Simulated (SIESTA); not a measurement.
The system is TiO2.

```
Ti O
1.0
     4.59984    0.00000    0.00000
     0.00000    4.59984    0.00000
     0.00000    0.00000    2.95921
Ti O
2 4
Direct
  0.00000 0.00000 0.50000
  0.50000 0.50000 0.00000
  0.30432 0.30432 0.50000
  0.19568 0.80432 0.00000
  0.80432 0.19568 0.00000
  0.69568 0.69568 0.50000
```

The cell is a database's computed one.

Base run:

```yaml
Program: SIESTA 5.4.2
Functional: PBE
Potentials_or_basis: PseudoDojo 0.4 standard (PBE files)
Basis: SZ (energy shift 0.003 Ry)
Grid_cutoff: 800 Ry
Energy_shift: 0.003 Ry
k_mesh: 6 × 6 × 9
Occupations: fermi-dirac, width 0.05 eV
Spin: no spin polarisation
```

Its results: band gap on the k mesh 1.35 eV, direct; pressure -0.1 GPa; largest force 0.114 eV/Å.

Problem. After a change of settings the same cell gave: band gap on the k mesh 1.77 eV, direct; pressure 8.8 GPa; largest force 0.074 eV/Å. Which change was it?
A. basis from SZ (energy shift 0.003 Ry) to TZP (energy shift 0.003 Ry; two zetas on semicore shells)
B. functional from PBE to BLYP; basis from SZ (energy shift 0.003 Ry) to DZP (energy shift 0.003 Ry; two zetas on semicore shells)
C. potentials or basis from PseudoDojo 0.4 standard (PBE files) to SG15 1.2 (PBE files) or PseudoDojo by element; basis from SZ (energy shift 0.003 Ry) to DZP (energy shift 0.003 Ry; two zetas on semicore shells)
D. basis from SZ (energy shift 0.003 Ry) to TZDP (energy shift 0.003 Ry; two zetas on semicore shells)

Solution. C.

Caveats: the basis of atomic orbitals isn't converged, which shifts pressures, moduli and gaps; the basis has no polarisation orbitals (some runs).
